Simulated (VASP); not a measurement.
# MgS (F-43m) in VASP: notebook

Aim: see how the results for MgS move with the level of theory and the settings. Levels: PBE, LDA. Tasks: G0W0 quasiparticle levels.

Program: VASP 6.6.1. These are calculated values, not measurements. Logs are shortened: lines on timing, memory, paths and dates and some standing lists are left out, and cuts for length are marked.

### 1 The structure

Symmetry: F-43m, No. 216, cubic system. Conventional cell: a = 5.666 Å, b = 5.666 Å, c = 5.666 Å, α = 90.00°, β = 90.00°, γ = 90.00°. S (site symmetry -43m) has 4 Mg at 2.45 Å as nearest neighbours. Mg (site symmetry -43m) is surrounded by 4 S at 2.45 Å.

The cell comes from a database or a generator and needn't be the stable form of this composition.

### 2 G0W0 quasiparticle levels, PBE

The input, POSCAR:

```
MgS
1.0
    0.0000000000      2.8331200468      2.8331200468
    2.8331200468      0.0000000000      2.8331200468
    2.8331200468      2.8331200468      0.0000000000
S Mg
1 1
Direct
    0.2500000000      0.2500000000      0.2500000000
    0.0000000000      0.0000000000      0.0000000000
```

The input, INCAR.step1:

```
ALGO     = Fast           # electronic algorithm
EDIFF    = 1E-8           # SCF threshold, eV
ENCUT    = 450            # plane-wave cutoff, eV
GGA      = PE             # functional
ISMEAR   = 0              # smearing method
LASPH    = True           # aspherical terms in the spheres
LCHARG   = False          # write CHGCAR
LREAL    = False          # projectors in reciprocal space
LWAVE    = True           # write WAVECAR
NELM     = 60             # most SCF steps
PREC     = Accurate       # precision mode
SIGMA    = 0.01           # smearing width, eV
```

The input, INCAR.step2:

```
ALGO     = Exact          # electronic algorithm
EDIFF    = 1E-8           # SCF threshold, eV
ENCUT    = 450            # plane-wave cutoff, eV
GGA      = PE             # functional
ISMEAR   = 0              # smearing method
ISTART   = 1            
LASPH    = True           # aspherical terms in the spheres
LCHARG   = False          # write CHGCAR
LOPTICS  = True           # frequency-dependent dielectric function
LREAL    = False          # projectors in reciprocal space
LWAVE    = True           # write WAVECAR
NBANDS   = 123            # bands
NELM     = 1              # most SCF steps
PREC     = Accurate       # precision mode
SIGMA    = 0.01           # smearing width, eV
```

The input, INCAR.step3:

```
ALGO     = EVGW0          # electronic algorithm
EDIFF    = 1E-8           # SCF threshold, eV
ENCUT    = 450            # plane-wave cutoff, eV
ENCUTGW  = 110            # cutoff of the response function
GGA      = PE             # functional
ISMEAR   = 0              # smearing method
ISTART   = 1            
LASPH    = True           # aspherical terms in the spheres
LCHARG   = False          # write CHGCAR
LREAL    = False          # projectors in reciprocal space
LWAVE    = False          # write WAVECAR
NBANDS   = 123            # bands
NBANDSGW = 12           
NELMGW   = 1            
NOMEGA   = 50             # frequency points
PREC     = Accurate       # precision mode
PRECFOCK = Fast         
SIGMA    = 0.01           # smearing width, eV
```

The input, KPOINTS:

```
k-points
0
Gamma
  6 6 6
```

Potentials or basis: VASP PAW PBE potentials, release 64 (S_GW, Mg_GW).

Run with:

```console
cat potpaw_PBE.64/S_GW/POTCAR potpaw_PBE.64/Mg_GW/POTCAR > POTCAR
cp INCAR.step1 INCAR
mpirun -np 1 vasp_std > vasp.out
cp INCAR.step2 INCAR
mpirun -np 1 vasp_std > vasp.out
cp INCAR.step3 INCAR
mpirun -np 1 vasp_std > vasp.out
```

OUTCAR:

```text
EDIFF = 1E-8
   ENCUT = 450
   ENCUTGW = 110
   GGA = PE
   ISMEAR = 0
   ISTART = 1
   LASPH = True
   LREAL = False
   NELMGW = 1
   PREC = Accurate
   PRECFOCK = Fast

 ion  position               nearest neighbor table
   1  0.250  0.250  0.250-   2 2.45   2 2.45   2 2.45   2 2.45
   2  0.000  0.000  0.000-   1 2.45   1 2.45   1 2.45   1 2.45

  LATTYP: Found a face centered cubic cell.
 ALAT       =     5.6662400936

  Lattice vectors:

 A1 = (   0.0000000000,   2.8331200468,   2.8331200468)
 A2 = (   2.8331200468,   0.0000000000,   2.8331200468)
 A3 = (   2.8331200468,   2.8331200468,   0.0000000000)

Analysis of symmetry for initial positions (statically):
=====================================================================
 Subroutine PRICEL returns:
 Original cell was already a primitive cell.

 Routine SETGRP: Setting up the symmetry group for a
 face centered cubic supercell.

 Subroutine GETGRP returns: Found 24 space group operations
 (whereof 24 operations were pure point group operations)
 out of a pool of 48 trial point group operations.

The static configuration has the point symmetry T_d .

Analysis of symmetry for dynamics (positions and initial velocities):
=====================================================================
 Subroutine PRICEL returns:
 Original cell was already a primitive cell.

 Routine SETGRP: Setting up the symmetry group for a
 face centered cubic supercell.

 Subroutine GETGRP returns: Found 24 space group operations
 (whereof 24 operations were pure point group operations)
 out of a pool of 48 trial point group operations.

The dynamic configuration has the point symmetry T_d .

 Subroutine INISYM returns: Found 24 space group operations
 (whereof 24 operations are pure point group operations),
 and found     1 'primitive' translations

----------------------------------------------------------------------------------------

                                     Primitive cell

  volume of cell :      45.4805

  direct lattice vectors                    reciprocal lattice vectors
     0.000000000  2.833120047  2.833120047    -0.176483874  0.176483874  0.176483874
     2.833120047  0.000000000  2.833120047     0.176483874 -0.176483874  0.176483874
     2.833120047  2.833120047  0.000000000     0.176483874  0.176483874 -0.176483874

  length of vectors
     4.006636794  4.006636794  4.006636794     0.305679036  0.305679036  0.305679036

  position of ions in fractional coordinates (direct lattice)
     0.250000000  0.250000000  0.250000000
     0.000000000  0.000000000  0.000000000

  ion indices of the primitive-cell ions
   primitive index   ion index
                 1           1
                 2           2

----------------------------------------------------------------------------------------

 KPOINTS: k-points

Automatic generation of k-mesh.
 Grid dimensions read from file:
 generate k-points for:    6    6    6

 Generating k-lattice:

  Cartesian coordinates                     Fractional coordinates (reciprocal lattice)
    -0.029413979  0.029413979  0.029413979     0.166666667  0.000000000  0.000000000
     0.029413979 -0.029413979  0.029413979     0.000000000  0.166666667  0.000000000
     0.029413979  0.029413979 -0.029413979     0.000000000  0.000000000  0.166666667

  Length of vectors
     0.050946506  0.050946506  0.050946506

  Shift w.r.t. Gamma in fractional coordinates (k-lattice)
     0.000000000  0.000000000  0.000000000

 Subroutine IBZKPT returns following result:
 ===========================================

 Found     16 irreducible k-points:

 Following reciprocal coordinates:
            Coordinates               Weight
  0.000000  0.000000  0.000000      1.000000
  0.166667  0.000000  0.000000      8.000000
  0.333333  0.000000  0.000000      8.000000
  0.500000  0.000000  0.000000      4.000000
  0.166667  0.166667  0.000000      6.000000
  0.333333  0.166667  0.000000     24.000000
[... 8 lines left out ...]
 -0.333333  0.333333  0.166667     24.000000
 -0.333333  0.500000  0.166667     12.000000
   k-points           NKPTS =     16   k-points in BZ     NKDIM =    216   number of bands    NBANDS=    123
   number of dos      NEDOS =    301   number of ions     NIONS =      2
   total plane-waves  NPLWV =  21952
   dimension x,y,z NGX =    28 NGY =   28 NGZ =   28
   dimension x,y,z NGXF=    56 NGYF=   56 NGZF=   56
   ions per type =               1   1
   NGX,Y,Z   is equivalent  to a cutoff of  11.62, 11.62, 11.62 a.u.
   NGXF,Y,Z  is equivalent  to a cutoff of  23.24, 23.24, 23.24 a.u.
 SYSTEM =  unknown system
   PREC   = accura    normal or accurate (medium, high low for compatibility)
   ISTART =      1    job   : 0-new  1-cont  2-samecut
   ICHARG =      0    charge: 1-file 2-atom 10-const
   ISPIN  =      1    spin polarized calculation?
   LNONCOLLINEAR =      F non collinear calculations
   LSORBIT =      F    spin-orbit coupling
   LASPH  =      T    aspherical Exc in radial PAW
   ENCUT  =  450.0 eV  33.07 Ry    5.75 a.u.   6.93  6.93  6.93*2*pi/ulx,y,z
   NELM   =     60;   NELMIN=  2; NELMDL=  0     # of ELM steps
   EDIFF  = 0.1E-07   stopping-criterion for ELM
   LREAL  =      F    real-space projection
   EDIFFG = 0.1E-06   stopping-criterion for IOM
   NSW    =      0    number of steps for IOM
   IBRION =     -1    ionic relax: 0-MD 1-quasi-New 2-CG
   NFREE  =      0    steps in history (QN), initial steepest desc. (CG)
   ISIF   =      0    stress and relaxation
   ISYM   =      3    0-nonsym 1-usesym 2-fastsym
   POTIM  = 0.5000    time-step for ionic-motion
   TEBEG  =    0.0;   TEEND  =   0.0 temperature during run
   PSTRESS=    0.0 pullay stress
   NELECT =       8.0000    total number of electrons
   NUPDOWN=      -1.0000    fix difference up-down
   EMIN   =  10.00;   EMAX   =-10.00  energy-range for DOS
   EFERMI =   0.00;   METHOD = LEGACY
   ISMEAR =     0;   SIGMA  =   0.01  broadening in eV -4-tet -1-fermi 0-gaus
   EFERMI_NEDOS =   21; number of points for ismear=-14 and -15
   IALGO  =     38    algorithm
   IMIX   =      4    mixing-type and parameters
     AMIX     =   0.40;   BMIX     =  1.00
     AMIX_MAG =   1.60;   BMIX_MAG =  1.00
  volume/ion in A,a.u.               =      22.74       153.46
  Fermi-wavevector in a.u.,A,eV,Ry     =   0.917269  1.733386 11.447692  0.841382
  Thomas-Fermi vector in A             =   2.042218
   LORBIT       =      0    0 simple, 1 ext, 2 COOP (PROOUT), +10 PAW based schemes
   GGA     = PE    functional components
   LHFCALC =     T    Hartree Fock is set to
   PRECFOCK=fast      Normal, Fast or Accurate (Low or Medium for compatibility)
   ENCUT4O =  -1.0   cutoff for four orbital integrals eV
   NKREDX  =     1    reduce k-point grid by
   NKREDY  =     1    reduce k-point grid by
   NKREDZ  =     1    reduce k-point grid by
   AEXX    =    1.0000 exact exchange contribution
   HFSCREEN=    0.0000 screening length (either q_TF or 0.3 A-1)
   HFSCREENC=   0.0000 screening length for correlation (either q_TF or 0.3 A-1)
   ENCUTFOCK=  -1.0 apply spherical cutoff to Coloumb kernel
   IVDW    =     0    specifies the selected vdW correction
   LEPSILON=     F    determine dielectric tensor
   LRPA    =     F    only Hartree local field effects (RPA)
   LRPAFORCE           =     F    calculate RPA forces
   ENCUTGW             = 110.0    cutoff for response function in eV
   ENCUTGWSOFT         =  88.0    soft cutoff for Coulomb kernel in GW response function in eV
   ENCUTLF             =  -1.0    cutoff for local field effects
   NELMGW              =     1    number of iterations in solving QP/BSE equation
   NELMHF              =     1    number of iterations in the inner HF iteration
   NKREDLFX            =     1    NKREDLFY  =   1   NKREDLFZ  =   1
 non-spin polarized calculation
 Gauss-broadening in eV      SIGMA  =   0.01
  energy-cutoff  :      450.00
  volume of cell :       45.48
 maximum number of plane-waves:      1002
  NGX = 16; NGY = 16; NGZ = 16
   NGX = 13   NGY = 13   NGZ = 13
 maximum number of plane-waves:       129

 QP shifts <psi_nk| G(iteration)W_0 |psi_nk>: iteration 1
 for sc-GW calculations column KS-energies equals QP-energies in previous step
 and V_xc(KS)=  KS-energies - (<T + V_ion + V_H > + <T+V_H+V_ion>^1  + <V_x>^1)

 k-point   1 :       0.0000    0.0000    0.0000
  band No.  KS-energies  QP-energies   sigma(KS)   V_xc(KS)     V^pw_x(r,r')   Z            occupation Imag(sigma)

      1     -10.2030     -10.9640     -13.9716     -12.8435     -20.9012       0.6745       2.0000       1.3337
      2       1.0599      -0.0306     -14.3445     -12.9175     -16.0990       0.7642       2.0000       0.0695
      3       1.0599      -0.0306     -14.3445     -12.9175     -16.0990       0.7642       2.0000       0.0695
      4       1.0599      -0.0306     -14.3445     -12.9175     -16.0990       0.7642       2.0000       0.0695
      5       4.5043       5.0107      -7.6732      -8.2995      -4.4403       0.8085       0.0000      -0.0606
      6       8.9756       9.8299      -7.7132      -8.7964      -3.8433       0.7887       0.0000      -0.0839
      7       8.9756       9.8299      -7.7132      -8.7964      -3.8433       0.7887       0.0000      -0.0839
      8       8.9756       9.8299      -7.7132      -8.7964      -3.8433       0.7887       0.0000      -0.0839
      9      11.8220      12.7465      -8.2910      -9.4920      -3.9389       0.7698       0.0000      -0.1415
     10      11.8220      12.7465      -8.2910      -9.4920      -3.9389       0.7698       0.0000      -0.1415
     11      14.7620      15.0822      -6.2609      -6.6813      -1.4288       0.7616       0.0000      -0.3526
     12      14.9765      15.1786      -6.5907      -6.8545      -1.5599       0.7664       0.0000      -0.5543

 k-point   2 :       0.1667    0.0000    0.0000
  band No.  KS-energies  QP-energies   sigma(KS)   V_xc(KS)     V^pw_x(r,r')   Z            occupation Imag(sigma)
[... 225 lines left out ...]
      1      -9.3009      -9.9474     -14.6483     -13.6950     -21.3845       0.6782       2.0000       1.0935
      2      -1.4394      -2.7296     -12.7022     -10.9529     -15.1108       0.7376       2.0000       0.1048
      3      -0.4887      -1.7497     -13.1920     -11.5089     -15.3146       0.7493       2.0000       0.0847
      4      -0.1914      -1.4259     -13.1950     -11.5611     -15.1972       0.7556       2.0000       0.0786
      5       6.0368       6.4999      -7.2488      -7.8260      -3.8780       0.8024       0.0000      -0.0696
      6       7.8822       8.6909      -7.9448      -8.9621      -4.3029       0.7950       0.0000      -0.0737
      7      10.4243      11.1761      -8.1362      -9.1217      -3.8527       0.7629       0.0000      -0.1269
      8      10.4243      11.1761      -8.1362      -9.1217      -3.8527       0.7629       0.0000      -0.1269
      9      13.5488      14.1613      -7.9811      -8.8153      -2.8202       0.7342       0.0000      -0.3364
     10      14.7282      15.8623      -9.7009     -11.2199      -4.5534       0.7466       0.0000      -0.3335
     11      14.8587      15.4627      -8.3210      -9.1327      -3.1483       0.7441       0.0000      -0.4145
     12      15.8945      16.8299      -9.0884     -10.3306      -3.8077       0.7530       0.0000      -0.4869
```

Run time: 3.6 min. Hardware: 1 thread of Intel Xeon 6975P-C (Granite Rapids), shared host; peak memory 0.7 GiB.

Results:

- Band gap on the k mesh, mean-field level: 3.44 eV, direct
- Quasiparticle gap: 5.04 eV
- Least direct quasiparticle gap: 5.04 eV

Caveat: bands, screening cutoff and mesh are small and nothing is extrapolated, so the quasiparticle values aren't converged.

(Continued in part 2 of 3.)
